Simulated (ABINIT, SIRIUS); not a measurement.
Given: the input of a run of SIRIUS 7.10.0 on Sn. This isn't the form of Sn at room conditions, which is tetragonal (white tin).

The input sirius.json:

```json
{
  "control": {
    "processing_unit": "cpu",
    "verbosity": 2,
    "num_bands_to_print": 31,
    "print_forces": true,
    "print_stress": true
  },
  "parameters": {
    "electronic_structure_method": "pseudopotential",
    "xc_functionals": ["XC_GGA_X_PBE", "XC_GGA_C_PBE"],
    "gk_cutoff": 8.5,
    "pw_cutoff": 17.0,
    "ngridk": [6, 6, 6],
    "shiftk": [0, 0, 0],
    "smearing": "fermi_dirac",
    "smearing_width": 0.0018374661,
    "num_bands": 31,
    "num_mag_dims": 0,
    "num_dft_iter": 100,
    "energy_tol": 1e-08,
    "density_tol": 1e-06
  },
  "iterative_solver": {
    "type": "davidson",
    "min_tolerance": 1e-09,
    "tolerance_scale": [0.1, 0.25]
  },
  "mixer": {
    "type": "anderson",
    "beta": 0.7,
    "max_history": 8
  },
  "settings": {
    "tol_ne": 1e-10,
    "pseudo_grid_cutoff": 6.5
  },
  "unit_cell": {
    "lattice_vectors": [
      [8.613674032224, 0.0, 0.0],
      [0.0, 8.613674032224, 0.0],
      [0.0, 0.0, 8.613674032224]
    ],
    "atom_coordinate_units": "lattice",
    "atom_types": ["Sn"],
    "atom_files": {
      "Sn": "Sn.json"
    },
    "atoms": {
      "Sn": [
        [0.5, 0.0, 0.0],
        [0.0, 0.5, 0.0],
        [0.0, 0.0, 0.5]
      ]
    }
  }
}
```

Potentials or basis: PseudoDojo 0.4.1 PBE standard (scalar relativistic).

Launch:

```sh
$ upf_to_json Sn.upf
$ OMP_NUM_THREADS=1 sirius.scf --input=sirius.json --output=out.json --task=0
```

Task: What does the same run look like in ABINIT 10.8.3 (patched build)? Potentials or basis there: JTH PAW PBE v2.0, cutoff 599 eV.

Result: As run (cutoffs and basis follow the program's own potentials, and thresholds, step limits or extra output files can differ):

Contents of run.abi:

```
# Pseudopotentials
pp_dirpath "./"
pseudos "Sn.GGA_PBE-JTH.xml"

# Structure
structure "poscar:POSCAR"
natom 3

# Plane-wave basis
ecut 22.0
pawecutdg 44.0
pawxcdev 0

# k points
kptopt 1
ngkpt 6 6 6
nshiftk 1
shiftk 0.0 0.0 0.0

# Exchange and correlation
ixc 11

# Bands and occupations
nband 26
occopt 3
tsmear 0.05 eV

# SCF cycle
nstep 100
tolvrs 1.0e-9

# Output
iomode 3
prtwf 0
prtden 0
prteig 0
prtebands 0
prtvol 2
```

Contents of POSCAR:

```
Sn
1.0
    4.5581600000      0.0000000000      0.0000000000
    0.0000000000      4.5581600000      0.0000000000
    0.0000000000      0.0000000000      4.5581600000
Sn
3
Direct
    0.5000000000      0.0000000000      0.0000000000  Sn
    0.0000000000      0.5000000000      0.0000000000  Sn
    0.0000000000      0.0000000000      0.5000000000  Sn
```

Potentials or basis: JTH PAW PBE v2.0.

Launch:

```bash
$ abinit run.abi > log 2>&1
```

Both were run:

|  | SIRIUS | ABINIT |
| --- | --- | --- |
| Pressure | 0.0 GPa | 0.0 GPa |

Pressure is positive in compression.
